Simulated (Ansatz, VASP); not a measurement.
This is a calculation of InPd for VASP 6.6.1.

File run.py:

```python
from ase.calculators.vasp import Vasp
from ase.dft.bandgap import bandgap
from ase.io import read

atoms = read('InPd.xyz')
calc = Vasp(
    directory='calc',
    xc='lda',
    pp='LDA',
    setups='minimal',
    prec='Accurate',
    encut=500,
    ediff=1e-07,
    ismear=0,
    sigma=0.02,
    lreal=False,
    lasph=True,
    nelm=60,
    algo='Normal',
    isif=2,
    lwave=False,
    lcharg=False,
    kpts=[8, 8, 8],
    gamma=True,
)
atoms.calc = calc

print('energy (eV):', atoms.get_potential_energy())
print('free energy (eV):', atoms.get_potential_energy(force_consistent=True))
print('forces (eV/A):')
print(atoms.get_forces())
print('stress (eV/A^3, Voigt):', atoms.get_stress())
print('Fermi level (eV):', calc.get_fermi_level())
gap, top, bottom = bandgap(calc)
print('band gap (eV):', gap, 'from (spin, k, band)', top, 'to', bottom)
```

InPd.xyz

```xyz
2
Lattice="3.2718847800 0.0000000000 0.0000000000 0.0000000000 3.2718847800 0.0000000000 0.0000000000 0.0000000000 3.2718847800" Properties=species:S:1:pos:R:3 pbc="T T T"
In     0.0000000000      0.0000000000      0.0000000000
Pd     1.6359423900      1.6359423900      1.6359423900
```

Potentials or basis: VASP PAW LDA potentials, release 64 (In, Pd).

Launch:

```bash
$ python run.py
```

Problem. Translate it to Ansatz 0.2.0. Potentials there: Ansatz PAW.

Solution. As run (the cutoff follows the program's own potentials):

The input input.yaml:

```yaml
crystal:
  lattice:
    - [3.27188478, 0.0, 0.0]
    - [0.0, 3.27188478, 0.0]
    - [0.0, 0.0, 3.27188478]
  atoms:
    - { symbol: In, position: [0.0, 0.0, 0.0] }
    - { symbol: Pd, position: [0.5, 0.5, 0.5] }
hamiltonian:
  xc: lda
  pseudopotentials: { kind: paw }
kpoints:
  mp_grid: { grid: [8, 8, 8] }
scf:
  occupations: { method: gaussian, width: 0.02 }
output:
  forces: true
  stress: true
  eigenvalues: true
```

Potentials or basis: Ansatz PAW.

The run is started by

```sh
$ ansatz run input.yaml --threads 2 --pin off --max-ram 5632MiB --backend cpu --events-out ev --progress --plain --runs-dir out
```

Both were run:

|  | VASP | Ansatz | Ansatz less VASP |
| --- | --- | --- | --- |
| gap on the k mesh at the Fermi level (eV) | none | none | - |
| pressure (GPa) | -6.9 | -6.9 | -0.02 |

A gap of «none» marks a metal or a gap that the smearing closes. The two sets of potentials don't hold the same shells in valence.

Caveats: the PAW data sets come from PBE, with cores solved anew for the run's functional, which leaves a small shift of forces and pressure (Ansatz).
